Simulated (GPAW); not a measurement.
**LiCl (Fm-3m): one start, several treatments of the self-energy**

Wanted: the gap of LiCl (Fm-3m) under several approximations, with cost.

Program: GPAW 26.7.0. Level of theory: LDA and many-body steps on it, plane waves. Results are calculated unless marked as measured.

Report form: the programs' logs are mostly left out.

## 1. The starting structure

Symmetry: Fm-3m, No. 225, cubic system. Conventional cell: a = 5.143 Å, b = 5.143 Å, c = 5.143 Å, α = 90.00°, β = 90.00°, γ = 90.00°. Nearest to Li lie 6 Cl at 2.57 Å. Cl has 6 Li at 2.57 Å nearest. Farther neighbours and most contacts between anions are not listed.

Coordinates:

```xyz
2
Lattice="0.0000 2.5715 2.5715 2.5715 0.0000 2.5715 2.5715 2.5715 0.0000" Properties=species:S:1:pos:R:3 pbc="T T T"
Li    0.0000    0.0000    0.0000
Cl    2.5715    2.5715    2.5715
```

The cell and positions come from the Crystallography Open Database and are kept as given unless a step says otherwise.

## 2. Empty states on the mesh, 6×6×6 mesh, 515 bands

This step: GPAW 26.7.0; DFT, LDA, plane waves, PAW.

The sums over transitions need many empty states on a uniform mesh; this step solves for them.

run.py reads:

```python
import json
import numpy as np
from gpaw.mpi import world
from gpaw import GPAW

calc = GPAW('gs.gpw').fixed_density(kpts={'size': (6, 6, 6), 'gamma': True},
    parallel={'domain': 1, 'band': 1},
    txt='nscf.txt')
calc.diagonalize_full_hamiltonian(nbands=515)
calc.write('full.gpw', mode='all')
res = {}
kpts = calc.get_ibz_k_points()
res['kpts'] = kpts
res['eigenvalues'] = [calc.get_eigenvalues(kpt=k) for k in range(len(kpts))]
res['n_electrons'] = calc.get_number_of_electrons()

if world.rank == 0:
    with open('result.json', 'w') as f:
        json.dump(res, f, default=lambda x: x.tolist())
```

The run is started by

```
$ mpirun -n 4 gpaw python run.py
```

Elapsed: 22 s, on 4 MPI ranks of Intel Xeon Platinum 8259CL at 2.50GHz (Skylake/Cascade Lake), shared host; peak memory 1.2 GiB; 86 s of CPU time.

This step gave:

```yaml
gap: 5.941 eV
k_of_the_valence_top: 0, 0, 0
k_of_the_conduction_bottom: 0, 0, 0
least_direct_gap: 5.941 eV
k_points_computed: 16
lowest_point_of_the_top_converged_band_above_the_valence_top: 331.7225 eV
```

On this mesh the gap is 5.941 eV.

## 3. G0W0, Godby-Needs plasmon pole

Now the one-shot GW correction: screening in the RPA, then the self-energy of the levels asked for.

This step: G0W0 on LDA, plane waves, PAW.

run.py reads:

```python
import json
import numpy as np
from gpaw.mpi import world
from gpaw.response.g0w0 import G0W0

gw = G0W0('full.gpw',
    filename='gw',
    kpts=[0],
    bands=(2, 6),
    ecut=210,
    nbands=235,
    integrate_gamma='WS',
    ppa=True)
gw.calculate()
res = {mode: {k: v for k, v in r.items() if k != 'sigma_eskwn'}
       for mode, r in gw.all_results.items()}

if world.rank == 0:
    with open('result.json', 'w') as f:
        json.dump(res, f, default=lambda x: x.tolist())
```

The run is started by

```
$ mpirun -n 4 gpaw python run.py
```

It took 7 min on 4 MPI ranks; peak memory 1.1 GiB.

Numbers from this step:

```yaml
g0w0_gap_on_the_points_computed: 8.715 eV
least_direct_g0w0_gap_on_the_computed_points: 8.715 eV
z_at_the_valence_top: 0.8040
z_at_the_conduction_bottom: 0.8463
starting_gap_on_the_mesh: 5.941 eV
k_of_the_valence_top: 0, 0, 0
k_of_the_conduction_bottom: 0, 0, 0
```

The gap on the mesh goes from 5.94 eV to 8.71 eV, a correction of +2.77 eV.

## 4. One-shot HSE06

This step: one-shot HSE06 levels on LDA orbitals, plane waves, PAW.

run.py reads:

```python
import json
import numpy as np
from gpaw.mpi import world
from gpaw.hybrids.eigenvalues import non_self_consistent_eigenvalues

dft, vxc, vxc_hyb = non_self_consistent_eigenvalues('full.gpw', 'HSE06', 2, 6, kpt_indices=[0])
res = {'dft': dft[0], 'hybrid': (dft - vxc + vxc_hyb)[0]}
if world.rank == 0:
    with open('hybrid.txt', 'w') as f:
        for k, e0, e1 in zip([0], res['dft'], res['hybrid']):
            print(k, ' '.join(f'{x:9.4f}' for x in e0), '|', ' '.join(f'{x:9.4f}' for x in e1), file=f)

if world.rank == 0:
    with open('result.json', 'w') as f:
        json.dump(res, f, default=lambda x: x.tolist())
```

The run is started by

```
$ mpirun -n 4 gpaw python run.py
```

Run time: 7.8 s. Hardware: 4 MPI ranks; peak memory 0.84 GiB; 30 s of CPU time.

This step gave:

| Item | Value |
| --- | --- |
| starting gap on the mesh | 5.941 eV |
| hybrid gap on the mesh | 7.593 eV |
| least direct hybrid gap on the computed points | 7.593 eV |

## 5. One-shot Hartree-Fock

This step: one-shot Hartree-Fock levels on LDA orbitals, plane waves, PAW.

Changes to run.py since step 4:

```diff
@@ -5,3 +5,3 @@
 
-dft, vxc, vxc_hyb = non_self_consistent_eigenvalues('full.gpw', 'HSE06', 2, 6, kpt_indices=[0])
+dft, vxc, vxc_hyb = non_self_consistent_eigenvalues('full.gpw', 'EXX', 2, 6, kpt_indices=[0])
 res = {'dft': dft[0], 'hybrid': (dft - vxc + vxc_hyb)[0]}
```

The run is started by

```
$ mpirun -n 4 gpaw python run.py
```

The job ended after 7.9 s (4 MPI ranks; peak memory 0.89 GiB).

Numbers from this step:

- starting gap on the mesh: 5.941 eV
- hybrid gap on the mesh: 14.77 eV
- least direct hybrid gap on the computed points: 14.77 eV

## 6. G0W0, full frequency, Hilbert transform

This step: G0W0 on LDA, plane waves, PAW.

run.py reads:

```python
import json
import numpy as np
from gpaw.mpi import world
from gpaw.response.g0w0 import G0W0

gw = G0W0('full.gpw',
    filename='gw',
    kpts=[0],
    bands=(2, 6),
    ecut=210,
    nbands=235,
    integrate_gamma='WS',
    frequencies={'type': 'nonlinear', 'domega0': 0.1, 'omega2': 15.0},
    eta=0.1,
    nblocksmax=True)
gw.calculate()
res = {mode: {k: v for k, v in r.items() if k != 'sigma_eskwn'}
       for mode, r in gw.all_results.items()}

if world.rank == 0:
    with open('result.json', 'w') as f:
        json.dump(res, f, default=lambda x: x.tolist())
```

The run is started by

```
$ mpirun -n 4 gpaw python run.py
```

Run time: 13 min. Hardware: 4 MPI ranks; peak memory 2.5 GiB; 50 min of CPU time.

Numbers from this step:

```
G0W0 gap on the points computed              : 8.772 eV
least direct G0W0 gap on the computed points : 8.772 eV
Z at the valence top                         : 0.7986
Z at the conduction bottom                   : 0.8382
starting gap on the mesh                     : 5.941 eV
k of the valence top                         : 0, 0, 0
k of the conduction bottom                   : 0, 0, 0
```

Against G0W0 in GPAW (6×6×6 mesh, 235 bands, screening to 210 eV, Godby-Needs plasmon pole), the gap moves by +0.058 eV.

## 7. The runs together

Times are wall times on 4 MPI ranks of Intel Xeon Platinum 8259CL at 2.50GHz (Skylake/Cascade Lake), shared host. The host was busy with other work, so they are no guide to cost.

```tsv
run	mesh	bands	screening cutoff (eV)	DFT gap (eV)	gap on the mesh (eV)	direct (eV)	time
G0W0, Godby-Needs plasmon pole	6×6×6	235	210	5.941	8.715	8.715	7 min
one-shot HSE06	6×6×6	-	-	5.941	7.593	7.593	7.8 s
one-shot Hartree-Fock	6×6×6	-	-	5.941	14.767	14.767	7.9 s
G0W0, full frequency, Hilbert transform	6×6×6	235	210	5.941	8.772	8.772	13 min
```

## 8. Outcome

```yaml
g0w0_godby_needs_plasmon_pole: 8.715 eV
one_shot_hse06: 7.593 eV
one_shot_hartree_fock: 14.767 eV
g0w0_full_frequency_hilbert_transform: 8.772 eV
known_limits: not at the basis limit
```

In words: One-shot HSE06: −1.122 eV against G0W0, Godby-Needs plasmon pole. One-shot Hartree-Fock: +6.052 eV against G0W0, Godby-Needs plasmon pole. G0W0, full frequency, Hilbert transform: +0.058 eV against G0W0, Godby-Needs plasmon pole. Bare exchange alone opens the gap to 14.77 eV; against G0W0, correlation takes back 6.05 eV. One-shot hybrid levels are evaluated on the LDA orbitals. Bands and cutoff are finite, so the gap is not at the basis limit. The miss can reach some tenths of an eV and take either sign; the mesh is an error of its own. These stock PAW sets were not made for GW. In the G0W0 runs levels were corrected at 1 k point alone, so a gap called «on the mesh» is the least over those, and an edge elsewhere would be missed.

[Paths, hosts, dates, memory and timing lines, banners, echoed tables and standing remarks are left out of the program output.]

[Logs are printed without paths, hosts, clocks, repeated set-up lines and the standing remarks that a program may print on its own settings, such as how far it seeks lower states.]

[Runs of the session that timed out or met a known fault of the program may be left out.]

[Hosts, paths, dates, database ids (printed as entryN), source tags and the programs' standing remarks are cut or masked in the printed files.]
